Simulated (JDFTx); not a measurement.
Runs of JDFTx 1.7.0 (patched build) on CaO. Symmetry: Fm-3m, No. 225, cubic system. The conventional cell has a = 4.807 Å, b = 4.807 Å, c = 4.807 Å, α = 90.00°, β = 90.00°, γ = 90.00°. Ca (site symmetry m-3m) is surrounded by 6 O at 2.40 Å. Around O (site symmetry m-3m) lie 6 Ca at 2.40 Å. The cell is a database's computed one.

```csv
task,level,potentials or basis,cell,k mesh,cutoff (eV),smearing,band ratio of the Davidson solver,density cutoff over wavefunction cutoff,max SCF steps,SCF threshold on the energy,solver of the electrons,mesh quality,gap on the mesh (eV),pressure (GPa)
single point,LDA,PseudoDojo-SR-LDA-0.4.1-standard with smoothed tails,as given,10 × 10 × 10,1143,fermi-dirac 0.05 eV,-,8,100,1e-09 Ha,scf,not flagged,3.49,-7.3
relaxation of cell and atoms,PBE+D3(BJ),PseudoDojo-SR-PBE-0.5-standard with smoothed tails,relaxed,10 × 10 × 10,1143,fermi-dirac 0.05 eV,-,8,100,1e-09 Ha,scf,not flagged,3.66,0.0
single point,LDA,SG15-PBE-1.2 with smoothed tails,as given,6 × 6 × 6,1361,fermi-dirac 0.05 eV,-,8,100,1e-09 Ha,scf,coarse,(a),(b)
single point,PBE,PseudoDojo-SR-PBE-0.5-standard,as given,10 × 10 × 10,1143,fermi-dirac 0.05 eV,-,8,100,1e-09 Ha,scf,not flagged,3.66,1.3
single point,BJ06,SG15-PBE-1.2,as given,4 × 4 × 4,1088,fermi-dirac 0.05 eV,-,8,100,1e-09 Ha,scf,coarse,4.03,-
```

Alike in all rows: no spin polarisation.

Problem. Estimate the missing entries.

Solution. (a) 3.47; (b) -5.9.

Caveats: some runs use coarse meshes; the potentials were made for another functional, which shifts forces and pressure (some runs); a model potential gives levels but no total energy (some runs).

A k mesh can miss the band edges.

Not every run made on this cell is shown here.
